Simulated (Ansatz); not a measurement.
The system is InSe.

```
In Se
1.0
     5.82639   -2.05465    0.00000
     5.82639    2.05465    0.00000
    -1.72323    0.00000    4.77135
In Se
2 2
Direct
  0.88820 0.88820 0.04684
  0.11180 0.11180 0.95316
  0.66093 0.66093 0.66896
  0.33907 0.33907 0.33104
```

The cell comes from a database or a generator and needn't be the stable form of this composition.

| Property | Result |
| --- | --- |
| Program | Ansatz 0.2.0 |
| Task | relaxation of cell and atoms |
| Functional | PBE |
| Potentials or basis | Ansatz PAW |
| Cutoff | 420 eV (not typed: the program's choice for these potentials) |
| k mesh | 7 × 7 × 6 |
| Occupations | fermi-dirac, width 0.05 eV |
| Spin | no spin polarisation |

At the start: volume 28.56 Å³/atom.

Problem. How do energy, volume and symmetry change on relaxing?

Solution. It ends after 9 steps and the volume is 31.55 Å³/atom (+10.5 %); space group C2/m (No. 12, to 0.05 Å).

The path:
| step | energy change (eV) | largest force (eV/Å) | volume (Å³) |
| --- | --- | --- | --- |
| 1 | 0.0000 | 0.2402 | 114.24 |
| 2 | -0.0155 | 0.0224 | 116.57 |
| 3 | -0.0176 | 0.0039 | 118.32 |
| 4 | -0.0209 | 0.0533 | 120.35 |
| 5 | -0.0240 | 0.0256 | 123.76 |
| 6 | -0.0246 | 0.0176 | 126.43 |
| 7 | -0.0247 | 0.0200 | 126.11 |
| 8 | -0.0248 | 0.0021 | 126.19 |
| 9 | -0.0271 | 0.0026 | 126.19 |

Final structure:
```
CELL_PARAMETERS angstrom
5.76359 -2.06495 -0.03755
5.76359 2.06495 -0.03755
-1.73541 0.00000 5.31256
ATOMIC_POSITIONS crystal
In 0.88794 0.88794 0.05297
In 0.11206 0.11206 0.94703
Se 0.66558 0.66558 0.68981
Se 0.33442 0.33442 0.31019
```

Caveat: the plane-wave basis is chosen anew once the cell has moved, so the energies of steps on either side of that aren't comparable.
